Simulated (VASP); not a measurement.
# AlN (F-43m) in VASP: Born charges and dielectric tensor with LDA

Aim: the Born charges and dielectric tensor of AlN with LDA.

Program: VASP 6.6.1. These are calculated values, not measurements. Logs are shortened: lines on timing, memory, paths and dates and some standing lists are left out, and cuts for length are marked.

### Step 1. The structure

The structure is cubic, space group F-43m (No. 216). Conventional cell: a = 4.346 Å, b = 4.346 Å, c = 4.346 Å, α = 90.00°, β = 90.00°, γ = 90.00°. Around Al (site symmetry -43m) lie 4 N at 1.88 Å. N (site symmetry -43m) has 4 Al at 1.88 Å as nearest neighbours.

Measurements of this composition are mostly on another form, of space group No. 186.

### Step 2. Born charges and dielectric tensor, LDA

Input file INCAR:

```
SYSTEM = AlN
  ALGO = Normal
  EDIFF = 1E-8
  ENCUT = 600
  GGA = CA
  IBRION = 8
  ISIF = 2
  ISMEAR = 0
  LASPH = .True.
  LCHARG = .False.
  LEPSILON = .True.
  LREAL = .False.
  LWAVE = .False.
  NELM = 60
  NSW = 1
  PREC = Accurate
  SIGMA = 0.02
```

Input file KPOINTS:

```
k-points
0
Gamma
  12 12 12
  0 0 0
```

Input file POSCAR:

```
AlN
1.0
    0.0000000000      2.1730000000      2.1730000000
    2.1730000000      0.0000000000      2.1730000000
    2.1730000000      2.1730000000      0.0000000000
Al N
1 1
Direct
    0.0000000000      0.0000000000      0.0000000000
    0.2500000000      0.2500000000      0.2500000000
```

Potentials or basis: VASP PAW LDA potentials, release 64 (Al, N).

Launch:

```sh
cat potpaw_LDA.64/Al/POTCAR potpaw_LDA.64/N/POTCAR > POTCAR
mpirun -np 1 vasp_std > vasp.out
```

OUTCAR:

```text
SYSTEM = AlN
   EDIFF = 1E-8
   ENCUT = 600
   GGA = CA
   IBRION = 8
   ISIF = 2
   ISMEAR = 0
   LASPH = .True.
   LEPSILON = .True.
   LREAL = .False.
   NELM = 60
   NSW = 1
   PREC = Accurate

 ion  position               nearest neighbor table
   1  0.000  0.000  0.000-   2 1.88   2 1.88   2 1.88   2 1.88
   2  0.250  0.250  0.250-   1 1.88   1 1.88   1 1.88   1 1.88

  LATTYP: Found a face centered cubic cell.
 ALAT       =     4.3460000000

  Lattice vectors:

 A1 = (   0.0000000000,   2.1730000000,   2.1730000000)
 A2 = (   2.1730000000,   0.0000000000,   2.1730000000)
 A3 = (   2.1730000000,   2.1730000000,   0.0000000000)

Analysis of symmetry for initial positions (statically):
=====================================================================
 Subroutine PRICEL returns:
 Original cell was already a primitive cell.

 Routine SETGRP: Setting up the symmetry group for a
 face centered cubic supercell.

 Subroutine GETGRP returns: Found 24 space group operations
 (whereof 24 operations were pure point group operations)
 out of a pool of 48 trial point group operations.

The static configuration has the point symmetry T_d .

Analysis of symmetry for dynamics (positions and initial velocities):
=====================================================================
 Subroutine PRICEL returns:
 Original cell was already a primitive cell.

 Routine SETGRP: Setting up the symmetry group for a
 face centered cubic supercell.

 Subroutine GETGRP returns: Found 24 space group operations
 (whereof 24 operations were pure point group operations)
 out of a pool of 48 trial point group operations.

The dynamic configuration has the point symmetry T_d .

 Subroutine INISYM returns: Found 24 space group operations
 (whereof 24 operations are pure point group operations),
 and found     1 'primitive' translations

[... 499 lines left out ...]
     0.00000 -9.52602  0.00330

 MACROSCOPIC STATIC DIELECTRIC TENSOR (including local field effects in DFT)
 ------------------------------------------------------
           4.542872     0.000000    -0.000000
           0.000000     4.542872     0.000000
          -0.000000    -0.000000     4.542872
 ------------------------------------------------------

 PIEZOELECTRIC TENSOR (including local field effects)  for field in x, y, z        (e  Angst)
          XX          YY          ZZ          XY          YZ          ZX
  --------------------------------------------------------------------------------
  x    -0.00000     0.00000    -0.00000     0.00000    -0.78132     0.00000
  y    -0.00000     0.00000     0.00000     0.00000     0.00000    -0.78132
  z    -0.00000    -0.00000    -0.00000    -0.78132     0.00000     0.00000

 PIEZOELECTRIC TENSOR (including local field effects)  for field in x, y, z        (C/m^2)
          XX          YY          ZZ          XY          YZ          ZX
  --------------------------------------------------------------------------------
  x    -0.00000     0.00000    -0.00000     0.00000    -0.61000     0.00000
  y    -0.00000     0.00000     0.00000     0.00000     0.00000    -0.61000
  z    -0.00000    -0.00000    -0.00000    -0.61000     0.00000     0.00000

 BORN EFFECTIVE CHARGES (including local field effects) (in |e|, cummulative output)
 ---------------------------------------------------------------------------------
 ion    1
    1     2.53011     0.00000     0.00000
    2     0.00000     2.53011    -0.00000
    3     0.00000     0.00000     2.53011
 ion    2
    1    -2.53011    -0.00000    -0.00000
    2    -0.00000    -2.53011     0.00000
    3     0.00000     0.00000    -2.53011

 INTERNAL STRAIN TENSOR FOR ION    2 for displacements in x,y,z  (eV/Angst):
          X           Y           Z          XY          YZ          ZX
  --------------------------------------------------------------------------------
  x     0.00000     0.00000     0.00000     0.00000    -9.52602     0.00000
  y     0.00000     0.00000     0.00000     0.00000     0.00000    -9.52602
  z     0.00000     0.00000     0.00000    -9.52602     0.00000     0.00000

 SECOND DERIVATIVES (NOT SYMMETRIZED)
 ------------------------------------
               1X          1Y          1Z          2X          2Y          2Z
  1X   -15.125318    0.000000    0.000000   15.125318    0.000000    0.000000
  1Y     0.000000  -15.125318    0.000000    0.000000   15.125318    0.000000
  1Z     0.000000    0.000000  -15.125318    0.000000    0.000000   15.125318
  2X    15.126122    0.000000    0.000000  -15.126122    0.000000    0.000000
  2Y     0.000000   15.126122    0.000000    0.000000  -15.126122    0.000000
  2Z     0.000000    0.000000   15.126122    0.000000    0.000000  -15.126122

 Eigenvectors and eigenvalues of the dynamical matrix
 ----------------------------------------------------

   1 f  =   20.026203 THz   125.828343 2PiTHz  668.002223 cm-1    82.821683 meV
             X         Y         Z           dx          dy          dz
      0.000000  0.000000  0.000000     0.000000    0.584488    0.000000
      1.086500  1.086500  1.086500     0.000000   -0.811403    0.000000
[... 21 lines left out ...]
   6 f/i=    0.000253 THz     0.001587 2PiTHz    0.008425 cm-1     0.001045 meV
             X         Y         Z           dx          dy          dz
      0.000000  0.000000  0.000000     0.000000    0.000000    0.811403
      1.086500  1.086500  1.086500     0.000000    0.000000    0.584488

--------------------------------------------------------------------------------------------------------

 MACROSCOPIC STATIC DIELECTRIC TENSOR IONIC CONTRIBUTION
 ------------------------------------------------------
           3.731796    -0.000000     0.000000
          -0.000000     3.731796    -0.000000
           0.000000    -0.000000     3.731796
 ------------------------------------------------------

 ELASTIC MODULI CONTR FROM IONIC RELAXATION (kBar)
 Direction    XX          YY          ZZ          XY          YZ          ZX
 --------------------------------------------------------------------------------
 XX          -0.0000     -0.0000     -0.0000      0.0000      0.0000      0.0000
 YY          -0.0000     -0.0000     -0.0000      0.0000      0.0000     -0.0000
 ZZ          -0.0000     -0.0000     -0.0000      0.0000      0.0000      0.0000
 XY           0.0000      0.0000      0.0000   -440.8031     -0.0000     -0.0000
 YZ           0.0000      0.0000      0.0000     -0.0000   -440.8031      0.0000
 ZX           0.0000     -0.0000      0.0000     -0.0000      0.0000   -440.8031
 --------------------------------------------------------------------------------

 PIEZOELECTRIC TENSOR IONIC CONTR  for field in x, y, z        (C/m^2)
          XX          YY          ZZ          XY          YZ          ZX
  --------------------------------------------------------------------------------
  x    -0.00000    -0.00000    -0.00000     0.00000     1.20685    -0.00000
  y    -0.00000     0.00000    -0.00000     0.00000    -0.00000     1.20685
  z    -0.00000    -0.00000    -0.00000     1.20685     0.00000    -0.00000
```

Wall time 8.4 min (1 thread of AMD EPYC 7R43 (Zen 3), shared host); peak memory 0.23 GiB.

What came out:

| Item | Value |
| --- | --- |
| Band gap on the k mesh | 3.23 eV, indirect (least direct gap 4.37 eV) |
| Electronic dielectric tensor (diagonal) | 4.54 |
| Born charges (mean of the diagonal) | Al +2.53; N -2.53 e |
| Highest phonon frequency at Γ, LO-TO splitting left out | 668 cm⁻¹ |

Levels at points of the mesh, in eV from the valence-band top:
```
           k point  band 1  band 2  band 3  band 4  band 5  band 6  band 7  band 8
(0.00, 0.00, 0.00)  -14.91    0.00    0.00    0.00    4.37   12.48   12.48   12.48
(0.50, 0.00, 0.00)  -12.75   -5.97   -0.49   -0.49    7.41    9.87   11.06   11.06
(0.50, 0.50, 0.00)  -12.07   -5.00   -1.81   -1.81    3.23    8.50   13.96   15.68
```

Phonon frequencies in cm⁻¹ (negative: imaginary):
```csv
q point,frequencies
"(0.000, 0.000, 0.000)",0 0 0 668 668 668
```

Electronic dielectric tensor:
```
4.54 0.00 0.00
0.00 4.54 0.00
0.00 0.00 4.54
```

Born effective charge tensors (e):
atom 1, Al
```
2.53 0.00 0.00
0.00 2.53 0.00
0.00 0.00 2.53
```
atom 2, N
```
-2.53  0.00  0.00
 0.00 -2.53  0.00
 0.00  0.00 -2.53
```

A k mesh can miss the band edges. As with any semilocal functional, this LDA gap is likely too small.
